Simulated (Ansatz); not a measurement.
## Li₅Cl₃ and its competing phases

Method: DFT PBE, scalar-relativistic, plane waves, PAW in Ansatz 0.2.0. All cells share a 420 eV cutoff and Γ-centred k meshes spaced at most about 0.3 Å⁻¹ (about 0.25 or finer for metals, 2π included). No spin polarisation.

Formation energies are uncorrected and refer to the elements' standard structures at the same level (Cl₂ as a molecule).

Temperature and zero-point effects are left out. Weakly bound directions are ill-defined at this level, which has no dispersion term (Li5Cl3 P4/mmm).

The competitors are the elements and 1 reference phase of this chemical system (from databases or known types: LiCl), relaxed at the same level; other known phases may be missing.

The candidate was reached from: Ti3Pd5 type (P4/mmm).

```cif
data_structure
_symmetry_space_group_name_H-M 'P4/mmm'
_symmetry_Int_Tables_number 123
_cell_length_a 3.2311
_cell_length_b 3.2311
_cell_length_c 14.8696
_cell_angle_alpha 90.000
_cell_angle_beta 90.000
_cell_angle_gamma 90.000
_cell_volume 155.24
loop_
_atom_site_label
_atom_site_type_symbol
_atom_site_symmetry_multiplicity
_atom_site_Wyckoff_symbol
_atom_site_fract_x
_atom_site_fract_y
_atom_site_fract_z
_atom_site_occupancy
Li1 Li 2 g 0.00000 0.00000 0.21150 1
Li2 Li 1 a 0.00000 0.00000 0.00000 1
Li3 Li 2 h 0.50000 0.50000 0.39784 1
Cl1 Cl 2 h 0.50000 0.50000 0.11135 1
Cl2 Cl 1 b 0.00000 0.00000 0.50000 1
```

Task: Is it stable, and against what?

Result: Not stable. Its formation energy is -1.124 eV/atom. The lowest competing mixture at this composition is this:

```tsv
phase	space group	source	share of atoms	ΔE_f (eV/atom)
Li	-	element	0.2500	-0.0036
LiCl	P6_3mc (No. 186)	Materials Project	0.7500	-1.878
```

The lowest database cell of Li (-0.0036) lies slightly below the reference, hence the non-zero entry.

The mixture lies at -1.409 eV/atom, and the candidate lies 0.28 eV/atom above it (0.29 eV/atom from unrounded values). The candidate matches no cell in the subsets of the Crystallography Open Database and the Materials Project at hand. A phase this far over the hull is unlikely to be made.
